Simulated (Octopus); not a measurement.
## GaN: single point with PBEsol

**What was measured.**

From “Studying electronic properties in GaN without electrical contacts using γ-γ vs e−-γ Perturbed Angular Correlations”, 2019, pmc:6823545, for a bulk crystal of GaN: band gap 3.503 ± 0.005 eV (direct).

Crystal: GaN.

```
Ga N
1.0
     3.18000    0.00000    0.00000
    -1.59000    2.75396    0.00000
     0.00000    0.00000    5.16600
Ga N
2 2
Cartesian
  1.5900 0.9180 2.5830
  0.0000 1.8360 0.0000
  1.5900 0.9180 4.5203
  0.0000 1.8360 1.9373
```

| Property | Result |
| --- | --- |
| Program | Octopus 16.4 |
| Task | single point |
| Functional | PBEsol |
| Potentials or basis | pseudodojo_pbesol (PseudoDojo 0.4, PBEsol) |
| Grid spacing | 0.122 × 0.122 × 0.123 Å |
| k mesh | 10 × 10 × 5 |
| Occupations | fermi-dirac, width 0.05 eV |
| Spin | no spin polarisation |

```yaml
Largest_force: 0.132 eV/Å
Band_gap_on_the_k_mesh: 1.95 eV, direct
```

Forces in eV/Å, atoms in the order of the input:
```
Ga   0.000  0.000 -0.132
Ga   0.000  0.000 -0.132
N    0.000  0.000  0.132
N    0.000  0.000  0.132
```

Levels at points of the mesh, in eV from the valence-band top:
```csv
k point,band 16,band 17,band 18,band 19,band 20,band 21
"(0.00, 0.00, 0.00)",-0.06,0.00,0.00,1.95,4.25,9.16
"(0.50, 0.00, 0.00)",-2.81,-2.30,-1.00,4.97,5.56,5.99
```

Run time: 10 min on 1 thread of Intel(R) Xeon(R) 6975P-C (Granite Rapids), on a shared host, peak memory 2.1 GiB.

A measured gap of GaN is 3.503 eV (direct; quoted in “Studying electronic properties in GaN without electrical contacts using γ-γ vs e−-γ Perturbed Angular Correlations”, 2019, pmc:6823545); the calculated 1.95 eV misses it by -1.55 eV. Spin-orbit coupling on Ga is left out. The value is that of PBEsol, without temperature or zero-point motion. Semilocal functionals fall short of measured gaps as a rule.
